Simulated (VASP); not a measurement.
# W (Im-3m) in VASP: density of states with PBE

Aim: the density of states of W with PBE.

Program: VASP 6.6.1. These are calculated values, not measurements. Logs are shortened: lines on timing, memory, paths and dates and some standing lists are left out, and cuts for length are marked.

**1. The structure**

The structure is cubic, space group Im-3m (No. 229). The conventional cell has a = 3.189 Å, b = 3.189 Å, c = 3.189 Å, α = 90.00°, β = 90.00°, γ = 90.00°. Around W (site symmetry m-3m) lie 8 W at 2.76 Å.

**2. Density of states, PBE**

The input, POSCAR:

```
W                                       
1.0
   -1.5944495532      1.5944495532      1.5944495532
    1.5944495532     -1.5944495532      1.5944495532
    1.5944495532      1.5944495532     -1.5944495532
  W             
     1
Direct
     0.0000000000000000    0.0000000000000000    0.0000000000000000
```

The input, INCAR.step1:

```
PREC = Accurate
ENCUT = 520
EDIFF = 1E-7
ISMEAR = 0
SIGMA = 1.0
LREAL = F
LASPH = T
NELM = 100
ALGO = Normal
ISIF = 2
LWAVE = F
LCHARG = T
LMAXMIX = 4
GGA = PE
```

The input, KPOINTS.step1:

```
Automatic mesh
0
Gamma
  18 18 18
```

The input, INCAR.step2:

```
PREC = Accurate
ENCUT = 520
EDIFF = 1E-7
ISMEAR = -5
SIGMA = 1.0
LREAL = F
LASPH = T
NELM = 100
ALGO = Normal
ISIF = 2
LWAVE = F
LCHARG = F
LMAXMIX = 4
GGA = PE
LORBIT = 10
NEDOS = 2001
ICHARG = 11
```

The input, KPOINTS.step2:

```
Automatic mesh
0
Gamma
  27 27 27
```

Potentials or basis: VASP PAW PBE potentials, release 64 (W_sv).

Started as:

```bash
> cat potpaw_PBE.64/W_sv/POTCAR > POTCAR
> cp INCAR.step1 INCAR
> cp KPOINTS.step1 KPOINTS
> mpirun -np 1 vasp_std > vasp.out
> cp INCAR.step2 INCAR
> cp KPOINTS.step2 KPOINTS
> mpirun -np 1 vasp_std > vasp.out
```

OUTCAR:

```text
PREC = Accurate
   ENCUT = 520
   EDIFF = 1E-7
   ISMEAR = -5
   LREAL = F
   LASPH = T
   NELM = 100
   ISIF = 2
   GGA = PE
   LORBIT = 10
   ICHARG = 11

 ion  position               nearest neighbor table
   1  0.000  0.000  0.000-

  LATTYP: Found a body centered cubic cell.
 ALAT       =     3.1888991064

  Lattice vectors:

 A1 = (  -1.5944495532,   1.5944495532,   1.5944495532)
 A2 = (   1.5944495532,  -1.5944495532,   1.5944495532)
 A3 = (   1.5944495532,   1.5944495532,  -1.5944495532)

Analysis of symmetry for initial positions (statically):
=====================================================================
 Subroutine PRICEL returns:
 Original cell was already a primitive cell.

 Routine SETGRP: Setting up the symmetry group for a
 body centered cubic supercell.

 Subroutine GETGRP returns: Found 48 space group operations
 (whereof 48 operations were pure point group operations)
 out of a pool of 48 trial point group operations.

The static configuration has the point symmetry O_h .

Analysis of symmetry for dynamics (positions and initial velocities):
=====================================================================
 Subroutine PRICEL returns:
 Original cell was already a primitive cell.

 Routine SETGRP: Setting up the symmetry group for a
 body centered cubic supercell.

 Subroutine GETGRP returns: Found 48 space group operations
 (whereof 48 operations were pure point group operations)
 out of a pool of 48 trial point group operations.

The dynamic configuration has the point symmetry O_h .

 Subroutine INISYM returns: Found 48 space group operations
 (whereof 48 operations are pure point group operations),
 and found     1 'primitive' translations

----------------------------------------------------------------------------------------

                                     Primitive cell

  volume of cell :      16.2141

  direct lattice vectors                    reciprocal lattice vectors
    -1.594449553  1.594449553  1.594449553     0.000000000  0.313587845  0.313587845
     1.594449553 -1.594449553  1.594449553     0.313587845  0.000000000  0.313587845
     1.594449553  1.594449553 -1.594449553     0.313587845  0.313587845  0.000000000

  length of vectors
     2.761667636  2.761667636  2.761667636     0.443480184  0.443480184  0.443480184

  position of ions in fractional coordinates (direct lattice)
     0.000000000  0.000000000  0.000000000

  ion indices of the primitive-cell ions
   primitive index   ion index
                 1           1

----------------------------------------------------------------------------------------

 KPOINTS: Automatic mesh

Automatic generation of k-mesh.
 Grid dimensions read from file:
 generate k-points for:   27   27   27

 Generating k-lattice:

  Cartesian coordinates                     Fractional coordinates (reciprocal lattice)
     0.000000000  0.011614365  0.011614365     0.037037037  0.000000000  0.000000000
     0.011614365  0.000000000  0.011614365     0.000000000  0.037037037  0.000000000
     0.011614365  0.011614365  0.000000000     0.000000000  0.000000000  0.037037037

  Length of vectors
     0.016425192  0.016425192  0.016425192

  Shift w.r.t. Gamma in fractional coordinates (k-lattice)
     0.000000000  0.000000000  0.000000000

 TETIRR: Found  23679 inequivalent tetrahedra from   118098

 Subroutine IBZKPT returns following result:
 ===========================================

 Found    560 irreducible k-points:

 Following reciprocal coordinates:
            Coordinates               Weight
  0.000000  0.000000  0.000000      1.000000
  0.037037  0.000000  0.000000     12.000000
  0.074074  0.000000  0.000000     12.000000
  0.111111  0.000000  0.000000     12.000000
  0.148148  0.000000  0.000000     12.000000
  0.185185  0.000000  0.000000     12.000000
[... 16 lines left out ...]
  0.333333  0.037037  0.000000     48.000000
  0.370370  0.037037 -0.000000     48.000000
 [... further k-points ...]
   k-points           NKPTS =    560   k-points in BZ     NKDIM =    560   number of bands    NBANDS=     11
   number of dos      NEDOS =   2001   number of ions     NIONS =      1
   total plane-waves  NPLWV =  13824
   dimension x,y,z NGX =    24 NGY =   24 NGZ =   24
   dimension x,y,z NGXF=    48 NGYF=   48 NGZF=   48
   ions per type =               1
   NGX,Y,Z   is equivalent  to a cutoff of  14.45, 14.45, 14.45 a.u.
   NGXF,Y,Z  is equivalent  to a cutoff of  28.89, 28.89, 28.89 a.u.
 SYSTEM =  unknown system
   PREC   = accura    normal or accurate (medium, high low for compatibility)
   ISTART =      0    job   : 0-new  1-cont  2-samecut
   ICHARG =     11    charge: 1-file 2-atom 10-const
   ISPIN  =      1    spin polarized calculation?
   LNONCOLLINEAR =      F non collinear calculations
   LSORBIT =      F    spin-orbit coupling
   LASPH  =      T    aspherical Exc in radial PAW
   ENCUT  =  520.0 eV  38.22 Ry    6.18 a.u.   5.13  5.13  5.13*2*pi/ulx,y,z
   NELM   =    100;   NELMIN=  2; NELMDL=  0     # of ELM steps
   EDIFF  = 0.1E-06   stopping-criterion for ELM
   LREAL  =      F    real-space projection
   EDIFFG = 0.1E-05   stopping-criterion for IOM
   NSW    =      0    number of steps for IOM
   IBRION =     -1    ionic relax: 0-MD 1-quasi-New 2-CG
   NFREE  =      0    steps in history (QN), initial steepest desc. (CG)
   ISIF   =      2    stress and relaxation
   ISYM   =      2    0-nonsym 1-usesym 2-fastsym
   POTIM  = 0.5000    time-step for ionic-motion
   TEBEG  =    0.0;   TEEND  =   0.0 temperature during run
   PSTRESS=    0.0 pullay stress
   NELECT =      14.0000    total number of electrons
   NUPDOWN=      -1.0000    fix difference up-down
   EMIN   =  10.00;   EMAX   =-10.00  energy-range for DOS
   EFERMI =   0.00;   METHOD = LEGACY
   ISMEAR =    -5;   SIGMA  =   1.00  broadening in eV -4-tet -1-fermi 0-gaus
   EFERMI_NEDOS =   21; number of points for ismear=-14 and -15
   IALGO  =     38    algorithm
   IMIX   =      4    mixing-type and parameters
     AMIX     =   0.40;   BMIX     =  1.00
     AMIX_MAG =   1.60;   BMIX_MAG =  1.00
  volume/ion in A,a.u.               =      16.21       109.42
  Fermi-wavevector in a.u.,A,eV,Ry     =   1.558906  2.945906 33.064734  2.430189
  Thomas-Fermi vector in A             =   2.662343
   LORBIT       =     10    0 simple, 1 ext, 2 COOP (PROOUT), +10 PAW based schemes
   GGA     = PE    functional components
   LHFCALC =     F    Hartree Fock is set to
   AEXX    =    0.0000 exact exchange contribution
   IVDW    =     0    specifies the selected vdW correction
   LEPSILON=     F    determine dielectric tensor
   LRPA    =     F    only Hartree local field effects (RPA)
 non-spin polarized calculation
 Fermi weights with tetrahedron method with Bloechl corrections
  energy-cutoff  :      520.00
  volume of cell :       16.21
 maximum number of plane-waves:       456
 NGX is ok and might be reduce to    24

 number of electron      14.0000002 magnetization

 Free energy of the ion-electron system (eV)
  ---------------------------------------------------
  ext. energy  EPLUGINS =         0.00000000
  ---------------------------------------------------
  free energy    TOTEN  =       -12.95489943 eV

  energy without entropy =      -12.95489943  energy(sigma->0) =      -12.95489943

 E-fermi :  11.1579     XC(G=0): -13.5090

 val. band max:       11.2124887664   @ k =   0.4444   0.0741   0.0000
 cond. band min:      11.1104136078   @ k =  -0.1481   0.1852   0.1111
 fundamental gap:     -0.1020751587
 Fermi energy:        11.1579037572

 k-point     1 :       0.0000    0.0000    0.0000
  band No.  band energies     occupation
      1     -63.0602      2.00000
      2     -26.6585      2.00000
      3     -26.6585      2.00000
      4     -26.6585      2.00000
      5       1.6066      2.00000
      6       9.9409      2.00000
      7       9.9409      2.00000
      8       9.9409      2.00000
      9      13.3413      0.00000
     10      13.3413      0.00000
     11      25.5812      0.00000

 k-point     2 :       0.0370    0.0000    0.0000
  band No.  band energies     occupation
      1     -63.0586      2.00000
      2     -26.6759      2.00000
      3     -26.6639      2.00000
      4     -26.6585      2.00000
      5       1.6717      2.00000
      6       9.9010      2.00000
      7       9.9328      2.00000
      8      10.0033      2.00000
      9      13.2751      0.00000
     10      13.3415      0.00000
     11      25.6380      0.00000

 k-point     3 :       0.0741    0.0000    0.0000
  band No.  band energies     occupation
      1     -63.0538      2.00000
      2     -26.7270      2.00000
      3     -26.6800      2.00000
      4     -26.6588      2.00000
      5       1.8642      2.00000
      6       9.7857      2.00000
      7       9.9026      2.00000
      8      10.1895      2.00000
      9      13.1032      0.00000
     10      13.3437      0.00000
     11      25.7962      0.00000

 k-point     4 :       0.1111    0.0000    0.0000
  band No.  band energies     occupation
      1     -63.0461      2.00000
      2     -26.8084      2.00000
      3     -26.7057      2.00000
      4     -26.6591      2.00000
      5       2.1746      2.00000
      6       9.6069      2.00000
      7       9.8356      2.00000
      8      10.4971      2.00297
      9      12.8925      0.00000
     10      13.3519      0.00000
     11      26.0162      0.00000
[... 239 lines left out ...]
 k-point    22 :       0.2963    0.0370    0.0000
  band No.  band energies     occupation
      1     -62.9750      2.00000
      2     -27.5132      2.00000
      3     -26.9361      2.00000
      4     -26.6693      2.00000
      5       4.7325      2.00000
      6       8.2517      2.00000
      7       9.4261      2.00000
      8      12.9360      0.00000
      9      13.7654      0.00000
     10      14.0979      0.00000
     11      24.6393      0.00000

 k-point    23 :       0.3333    0.0370    0.0000
  band No.  band energies     occupation
      1     -62.9628      2.00000
      2     -27.6270      2.00000
      3     -26.9757      2.00000
      4     -26.6700      2.00000
      5       4.9466      2.00000
      6       8.0541      2.00000
      7       9.7967      2.00000
      8      13.1082      0.00000
      9      13.8824      0.00000
     10      14.9390      0.00000
     11      23.9451      0.00000

 k-point    24 :       0.3704    0.0370   -0.0000
  band No.  band energies     occupation
      1     -62.9525      2.00000
      2     -27.7213      2.00000
      3     -27.0088      2.00000
      4     -26.6706      2.00000
      5       5.0365      2.00000
      6       7.8943      2.00000
      7      10.3260      2.00109
      8      13.2353      0.00000
      9      14.0041      0.00000
     10      15.7549      0.00000
     11      23.2567      0.00000

 [... further k-points ...]
[... 5 lines left out ...]
  --------------------------------------------------------------------------------------
  -------------------------------------------------------------------------------------
  Total       -0.3031315     -0.3031315     -0.3031315     -0.0000000     -0.0000000     -0.0000000
  in kB      -29.9536239    -29.9536239    -29.9536239     -0.0000000     -0.0000000     -0.0000000
  external PRESSURE =     -29.9536239 kB  Pullay stress =       0.0000000 kB

 VOLUME and BASIS-vectors are now :
 -----------------------------------------------------------------------------
  energy-cutoff  :      520.00
  volume of cell :       16.21
      direct lattice vectors                 reciprocal lattice vectors
    -1.594449553  1.594449553  1.594449553     0.000000000  0.313587845  0.313587845
     1.594449553 -1.594449553  1.594449553     0.313587845  0.000000000  0.313587845
     1.594449553  1.594449553 -1.594449553     0.313587845  0.313587845  0.000000000

 POSITION                                       TOTAL-FORCE (eV/Angst)
 -----------------------------------------------------------------------------------
      0.00000      0.00000      0.00000         0.000000      0.000000     -0.000000
 -----------------------------------------------------------------------------------
    total drift:                               -0.000000     -0.000000      0.000000

  FREE ENERGIE OF THE ION-ELECTRON SYSTEM (eV)
  ---------------------------------------------------
  free  energy   TOTEN  =       -12.9548994344 eV

  energy  without entropy=      -12.9548994344  energy(sigma->0) =      -12.95489943

 total charge

# of ion       s       p       d       tot
------------------------------------------
    1        2.396   6.333   3.312  12.041
```

Run time: 56 s. Hardware: 1 thread of Intel Xeon Platinum 8488C (Sapphire Rapids), shared host; peak memory 0.25 GiB.

Results:

```
Valence electrons inside the program's atomic spheres : W 12.04
```

States per cell in windows of 1 eV (zero at the Fermi level; states under -8 eV left out):
| from (eV) | total | W1_d | W1_p | W1_s |
| --- | --- | --- | --- | --- |
| -8.0 | 0.11 | 0.00 | 0.01 | 0.04 |
| -7.0 | 0.27 | 0.05 | 0.02 | 0.08 |
| -6.0 | 0.73 | 0.29 | 0.03 | 0.12 |
| -5.0 | 0.92 | 0.48 | 0.05 | 0.07 |
| -4.0 | 1.11 | 0.74 | 0.06 | 0.01 |
| -3.0 | 1.30 | 0.84 | 0.09 | 0.02 |
| -2.0 | 1.13 | 0.70 | 0.11 | 0.02 |
| -1.0 | 0.38 | 0.22 | 0.05 | 0.01 |
| 0.0 | 0.67 | 0.49 | 0.03 | 0.01 |
| 1.0 | 1.02 | 0.82 | 0.02 | 0.01 |
| 2.0 | 1.34 | 1.15 | 0.02 | 0.01 |
| 3.0 | 1.31 | 1.08 | 0.05 | 0.04 |
| 4.0 | 0.49 | 0.37 | 0.04 | 0.02 |
| 5.0 | 0.33 | 0.24 | 0.03 | 0.01 |
| 6.0 | 0.31 | 0.19 | 0.04 | 0.02 |
| 7.0 | 0.33 | 0.16 | 0.05 | 0.06 |

Caveat: tetrahedron occupations give inexact forces and stress in metals. Spin-orbit coupling is left out, which matters for the levels of W.
